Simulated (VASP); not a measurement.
# BN (P6_3/mmc) in VASP: electric field gradients with PBE+D3(BJ)

Aim: the electric field gradients of BN with PBE+D3(BJ).

All numbers are computed with VASP 6.6.1; they aren't measurements. Logs are shortened: lines on timing, memory, paths and dates and some standing lists are left out, and cuts for length are marked.

### 1 The structure

It takes space group P6_3/mmc (No. 194, hexagonal). The conventional cell has a = 2.506 Å, b = 2.506 Å, c = 6.614 Å, α = 90.00°, β = 90.00°, γ = 120.00°. B (site symmetry -6m2) has 3 N at 1.45 Å as nearest neighbours. Around N (site symmetry -6m2) lie 3 B at 1.45 Å.

### 2 Electric field gradients, PBE+D3(BJ)

INCAR

```
PREC = Accurate ; ENCUT = 520
EDIFF = 1E-8 ; ISMEAR = 0
SIGMA = 0.01 ; LREAL = F
LASPH = T ; NELM = 80
ALGO = Normal ; ISIF = 2
LWAVE = F ; LCHARG = F
GGA = PE ; IVDW = 12
LEFG = T ; NBANDS = 16
```

KPOINTS

```
Automatic mesh
0
Gamma
  12 12 4
```

POSCAR

```
BN
1.0
    2.5064254127      0.0000000000      0.0000000000
   -1.2532127064      2.1706280801      0.0000000000
    0.0000000000      0.0000000000      6.6141238871
B N
2 2
Direct
    0.3333333333      0.6666666667      0.2500000000
    0.6666666667      0.3333333333      0.7500000000
    0.3333333333      0.6666666667      0.7500000000
    0.6666666667      0.3333333333      0.2500000000
```

Potentials or basis: VASP PAW PBE potentials, release 64 (B, N).

Started as:

```bash
> cat potpaw_PBE.64/B/POTCAR potpaw_PBE.64/N/POTCAR > POTCAR
> mpirun -np 1 vasp_std > vasp.out
```

OUTCAR:

```text
PREC = Accurate
   ENCUT = 520
   EDIFF = 1E-8
   ISMEAR = 0
   LREAL = F
   LASPH = T
   NELM = 80
   ISIF = 2
   GGA = PE
   IVDW = 12
 IVDW          = 12

 ion  position               nearest neighbor table
   1  0.333  0.667  0.250-   4 1.45   4 1.45   4 1.45
   2  0.667  0.333  0.750-   3 1.45   3 1.45   3 1.45
   3  0.333  0.667  0.750-   2 1.45   2 1.45   2 1.45
   4  0.667  0.333  0.250-   1 1.45   1 1.45   1 1.45

  LATTYP: Found a hexagonal cell.
 ALAT       =     2.5064254127
 C/A-ratio  =     2.6388672304

  Lattice vectors:

 A1 = (   2.5064254127,   0.0000000000,   0.0000000000)
 A2 = (  -1.2532127064,   2.1706280801,   0.0000000000)
 A3 = (   0.0000000000,   0.0000000000,   6.6141238871)

Analysis of symmetry for initial positions (statically):
=====================================================================
 Subroutine PRICEL returns:
 Original cell was already a primitive cell.

 Routine SETGRP: Setting up the symmetry group for a
 hexagonal supercell.

 Subroutine GETGRP returns: Found 24 space group operations
 (whereof 12 operations were pure point group operations)
 out of a pool of 24 trial point group operations.

The static configuration has the point symmetry D_3d.
 The point group associated with its full space group is D_6h.

Analysis of symmetry for dynamics (positions and initial velocities):
=====================================================================
 Subroutine PRICEL returns:
 Original cell was already a primitive cell.

 Routine SETGRP: Setting up the symmetry group for a
 hexagonal supercell.

 Subroutine GETGRP returns: Found 24 space group operations
 (whereof 12 operations were pure point group operations)
 out of a pool of 24 trial point group operations.

The dynamic configuration has the point symmetry D_3d.
 The point group associated with its full space group is D_6h.

 Subroutine INISYM returns: Found 24 space group operations
 (whereof 12 operations are pure point group operations),
 and found     1 'primitive' translations

----------------------------------------------------------------------------------------

                                     Primitive cell

  volume of cell :      35.9843

  direct lattice vectors                    reciprocal lattice vectors
     2.506425413  0.000000000  0.000000000     0.398974569  0.230348075  0.000000000
    -1.253212706  2.170628080  0.000000000     0.000000000  0.460696150  0.000000000
     0.000000000  0.000000000  6.614123887     0.000000000  0.000000000  0.151191604

  length of vectors
     2.506425413  2.506425413  6.614123887     0.460696150  0.460696150  0.151191604

  position of ions in fractional coordinates (direct lattice)
     0.333333333  0.666666667  0.250000000
     0.666666667  0.333333333  0.750000000
     0.333333333  0.666666667  0.750000000
     0.666666667  0.333333333  0.250000000

  ion indices of the primitive-cell ions
   primitive index   ion index
                 1           1
                 2           2
                 3           3
                 4           4

----------------------------------------------------------------------------------------

 KPOINTS: Automatic mesh

Automatic generation of k-mesh.
 Grid dimensions read from file:
 generate k-points for:   12   12    4

 Generating k-lattice:

  Cartesian coordinates                     Fractional coordinates (reciprocal lattice)
     0.033247881  0.019195673  0.000000000     0.083333333  0.000000000  0.000000000
     0.000000000  0.038391346  0.000000000     0.000000000  0.083333333  0.000000000
     0.000000000  0.000000000  0.037797901     0.000000000  0.000000000  0.250000000

  Length of vectors
     0.038391346  0.038391346  0.037797901

  Shift w.r.t. Gamma in fractional coordinates (k-lattice)
     0.000000000  0.000000000  0.000000000

 Subroutine IBZKPT returns following result:
 ===========================================

 Found     57 irreducible k-points:

 Following reciprocal coordinates:
            Coordinates               Weight
  0.000000  0.000000  0.000000      1.000000
  0.083333  0.000000  0.000000      6.000000
  0.166667 -0.000000  0.000000      6.000000
  0.250000  0.000000  0.000000      6.000000
  0.333333  0.000000  0.000000      6.000000
  0.416667  0.000000  0.000000      6.000000
[... 16 lines left out ...]
  0.250000  0.000000  0.250000     12.000000
  0.333333  0.000000  0.250000     12.000000
 [... further k-points ...]
   k-points           NKPTS =     57   k-points in BZ     NKDIM =     57   number of bands    NBANDS=     16
   number of dos      NEDOS =    301   number of ions     NIONS =      4
   total plane-waves  NPLWV =  20000
   dimension x,y,z NGX =    20 NGY =   20 NGZ =   50
   dimension x,y,z NGXF=    40 NGYF=   40 NGZF=  100
   ions per type =               2   2
   NGX,Y,Z   is equivalent  to a cutoff of  13.27, 13.27, 12.57 a.u.
   NGXF,Y,Z  is equivalent  to a cutoff of  26.53, 26.53, 25.13 a.u.
 SYSTEM =  unknown system
   PREC   = accura    normal or accurate (medium, high low for compatibility)
   ISTART =      0    job   : 0-new  1-cont  2-samecut
   ICHARG =      2    charge: 1-file 2-atom 10-const
   ISPIN  =      1    spin polarized calculation?
   LNONCOLLINEAR =      F non collinear calculations
   LSORBIT =      F    spin-orbit coupling
   LASPH  =      T    aspherical Exc in radial PAW
   ENCUT  =  520.0 eV  38.22 Ry    6.18 a.u.   4.66  4.66 12.30*2*pi/ulx,y,z
   NELM   =     80;   NELMIN=  2; NELMDL= -5     # of ELM steps
   EDIFF  = 0.1E-07   stopping-criterion for ELM
   LREAL  =      F    real-space projection
   EDIFFG = 0.1E-06   stopping-criterion for IOM
   NSW    =      0    number of steps for IOM
   IBRION =     -1    ionic relax: 0-MD 1-quasi-New 2-CG
   NFREE  =      0    steps in history (QN), initial steepest desc. (CG)
   ISIF   =      2    stress and relaxation
   ISYM   =      2    0-nonsym 1-usesym 2-fastsym
   POTIM  = 0.5000    time-step for ionic-motion
   TEBEG  =    0.0;   TEEND  =   0.0 temperature during run
   PSTRESS=    0.0 pullay stress
   NELECT =      16.0000    total number of electrons
   NUPDOWN=      -1.0000    fix difference up-down
   EMIN   =  10.00;   EMAX   =-10.00  energy-range for DOS
   EFERMI =   0.00;   METHOD = LEGACY
   ISMEAR =     0;   SIGMA  =   0.01  broadening in eV -4-tet -1-fermi 0-gaus
   EFERMI_NEDOS =   21; number of points for ismear=-14 and -15
   IALGO  =     38    algorithm
   IMIX   =      4    mixing-type and parameters
     AMIX     =   0.40;   BMIX     =  1.00
     AMIX_MAG =   1.60;   BMIX_MAG =  1.00
  volume/ion in A,a.u.               =       9.00        60.71
  Fermi-wavevector in a.u.,A,eV,Ry     =   1.249522  2.361255 21.242855  1.561306
  Thomas-Fermi vector in A             =   2.383559
   LORBIT       =      0    0 simple, 1 ext, 2 COOP (PROOUT), +10 PAW based schemes
   GGA     = PE    functional components
   LHFCALC =     F    Hartree Fock is set to
   AEXX    =    0.0000 exact exchange contribution
   IVDW    =    12    specifies the selected vdW correction
   LEPSILON=     F    determine dielectric tensor
   LRPA    =     F    only Hartree local field effects (RPA)
 non-spin polarized calculation
 Gauss-broadening in eV      SIGMA  =   0.01
  energy-cutoff  :      520.00
  volume of cell :       35.98
 maximum number of plane-waves:       992
 NGX is ok and might be reduce to    20
   NGX =  9   NGY =  9   NGZ = 25

 number of electron      15.9999997 magnetization

 Free energy of the ion-electron system (eV)
  ---------------------------------------------------
  ext. energy  EPLUGINS =         0.00000000
  ---------------------------------------------------
  free energy    TOTEN  =       -35.15148344 eV

  energy without entropy =      -35.15148344  energy(sigma->0) =      -35.15148344

 E-fermi :   2.4297     XC(G=0): -10.0901

 val. band max:        2.2921278938   @ k =   0.3333   0.3333   0.5000
 cond. band min:       6.5585468684   @ k =   0.5000   0.0000   0.0000
 fundamental gap:      4.2664189747
 Fermi energy:         2.4297188999

 k-point     1 :       0.0000    0.0000    0.0000
  band No.  band energies     occupation
      1     -15.4929      2.00000
      2     -15.1892      2.00000
      3      -3.9239      2.00000
      4      -1.7552      2.00000
      5       0.9586      2.00000
      6       0.9586      2.00000
[... 8 lines left out ...]
     15      14.4957      0.00000
     16      15.2896      0.00000

 k-point     2 :       0.0833    0.0000    0.0000
  band No.  band energies     occupation
      1     -15.3571      2.00000
      2     -15.0581      2.00000
      3      -3.7376      2.00000
      4      -1.5884      2.00000
      5       0.4011      2.00000
      6       0.4357      2.00000
[... 8 lines left out ...]
     15      14.7837      0.00000
     16      14.9849      0.00000

 k-point     3 :       0.1667   -0.0000    0.0000
  band No.  band energies     occupation
      1     -14.9570      2.00000
      2     -14.6724      2.00000
      3      -3.1856      2.00000
      4      -1.0982      2.00000
      5      -1.0132      2.00000
      6      -0.9711      2.00000
[... 8 lines left out ...]
     15      16.1141      0.00000
     16      16.1343      0.00000

 k-point     4 :       0.2500    0.0000    0.0000
  band No.  band energies     occupation
      1     -14.3192      2.00000
      2     -14.0601      2.00000
      3      -2.8093      2.00000
      4      -2.7454      2.00000
      5      -2.2927      2.00000
      6      -0.6651      2.00000
[... 8 lines left out ...]
     15      17.7063      0.00000
     16      18.2830      0.00000
[... 324 lines left out ...]
 k-point    22 :       0.1667   -0.0000    0.2500
  band No.  band energies     occupation
      1     -14.9175      2.00000
      2     -14.7165      2.00000
      3      -2.9336      2.00000
      4      -1.4967      2.00000
      5      -1.0004      2.00000
      6      -0.9512      2.00000
[... 8 lines left out ...]
     15      16.0323      0.00000
     16      16.1161      0.00000

 k-point    23 :       0.2500    0.0000    0.2500
  band No.  band energies     occupation
      1     -14.2830      2.00000
      2     -14.0999      2.00000
      3      -2.8155      2.00000
      4      -2.7620      2.00000
      5      -2.0304      2.00000
      6      -0.6607      2.00000
[... 8 lines left out ...]
     15      18.2987      0.00000
     16      18.3812      0.00000

 k-point    24 :       0.3333    0.0000    0.2500
  band No.  band energies     occupation
      1     -13.4794      2.00000
      2     -13.3255      2.00000
      3      -4.5884      2.00000
      4      -4.5281      2.00000
      5      -1.2833      2.00000
      6      -1.2380      2.00000
[... 8 lines left out ...]
     15      19.0837      0.00000
     16      20.8192      0.00000

 [... further k-points ...]

------------------------ aborting loop because EDIFF is reached ----------------------------------------

 Edisp (eV)   -0.56621

 E8    (eV) :    -0.1659

  FORCE on cell =-STRESS in cart. coord.  units (eV):
  Direction    XX          YY          ZZ          XY          YZ          ZX
  --------------------------------------------------------------------------------------
  -------------------------------------------------------------------------------------
  Total       0.03976     0.03976    -0.03138    -0.00000     0.00000     0.00000
  in kB       1.77039     1.77039    -1.39714    -0.00000     0.00000     0.00000
  external pressure =        0.71 kB  Pullay stress =        0.00 kB

 VOLUME and BASIS-vectors are now :
 -----------------------------------------------------------------------------
  energy-cutoff  :      520.00
  volume of cell :       35.98
      direct lattice vectors                 reciprocal lattice vectors
     2.506425413  0.000000000  0.000000000     0.398974569  0.230348075  0.000000000
    -1.253212706  2.170628080  0.000000000     0.000000000  0.460696150  0.000000000
     0.000000000  0.000000000  6.614123887     0.000000000  0.000000000  0.151191604

 POSITION                                       TOTAL-FORCE (eV/Angst)
 -----------------------------------------------------------------------------------
     -0.00000      1.44709      1.65353         0.000000      0.000000      0.000000
      1.25321      0.72354      4.96059        -0.000000     -0.000000      0.000000
     -0.00000      1.44709      4.96059        -0.000000      0.000000      0.000000
      1.25321      0.72354      1.65353         0.000000     -0.000000      0.000000
 -----------------------------------------------------------------------------------
    total drift:                               -0.000000      0.000000     -0.000000

  FREE ENERGIE OF THE ION-ELECTRON SYSTEM (eV)
  ---------------------------------------------------
  free  energy   TOTEN  =       -35.7176952151 eV

  energy  without entropy=      -35.7176952151  energy(sigma->0) =      -35.71769522

 Electric field gradients (V/A^2)
---------------------------------------------------------------------
 ion       V_xx      V_yy      V_zz      V_xy      V_xz      V_yz
---------------------------------------------------------------------
   1     -17.522   -17.522    35.043     0.000    -0.000     0.000
   2     -17.522   -17.522    35.043     0.000     0.000    -0.000
   3      -0.646    -0.646     1.292    -0.001    -0.000     0.000
   4      -0.646    -0.646     1.292    -0.001     0.000    -0.000
---------------------------------------------------------------------

 Electric field gradients after diagonalization (V/A^2)
 (convention: |V_zz| > |V_xx| > |V_yy|)
----------------------------------------------------------------------
 ion       V_xx      V_yy      V_zz     asymmetry (V_yy - V_xx)/ V_zz
----------------------------------------------------------------------
   1     -17.522   -17.521    35.043       0.000
   2     -17.522   -17.521    35.043       0.000
   3      -0.647    -0.645     1.292       0.001
   4      -0.647    -0.645     1.292       0.001
----------------------------------------------------------------------

           NMR quadrupolar parameters

 Cq : quadrupolar parameter    Cq=e*Q*V_zz/h
 eta: asymmetry parameters     (V_yy - V_xx)/ V_zz
 Q  : nuclear electric quadrupole moment in mb (millibarn)
----------------------------------------------------------------------
 ion       Cq(MHz)       eta       Q (mb)
----------------------------------------------------------------------
   1       0.085       0.000       1.000
   2       0.085       0.000       1.000
   3       0.003       0.001       1.000
   4       0.003       0.001       1.000
----------------------------------------------------------------------
```

Wall time 54 s (1 thread of Intel Xeon Platinum 8175M at 2.50GHz (Skylake/Cascade Lake), shared host); peak memory 0.17 GiB.

Results:

```
Free energy                : -35.7177 eV
Pressure                   : 0.1 GPa
Band gap on the k mesh     : 4.27 eV, indirect (least direct gap 4.63 eV)
Dispersion energy per atom : -0.142 eV
```

Levels at points of the mesh, in eV from the valence-band top:
```
           k point  band 6  band 7  band 8  band 9  band 10  band 11
(0.00, 0.00, 0.00)   -1.33   -1.29   -1.29    5.29    10.35    11.52
(0.50, 0.00, 0.00)   -4.07   -1.45   -0.42    4.27     5.66     9.51
(0.00, 0.00, 0.50)   -1.31   -1.31   -1.31    7.67     7.67    11.59
(0.50, 0.00, 0.50)   -4.10   -0.91   -0.91    4.73     4.73     9.89
```

Electric field gradients, principal values (V/Å²):
| atom | Vxx | Vyy | Vzz |
| --- | --- | --- | --- |
| 1 B | -17.521 | -17.522 | 35.043 |
| 2 B | -17.521 | -17.522 | 35.043 |
| 3 N | -0.645 | -0.647 | 1.292 |
| 4 N | -0.645 | -0.647 | 1.292 |

A k mesh can miss the band edges. A hybrid or GW would open this gap; PBE tends to underestimate it.
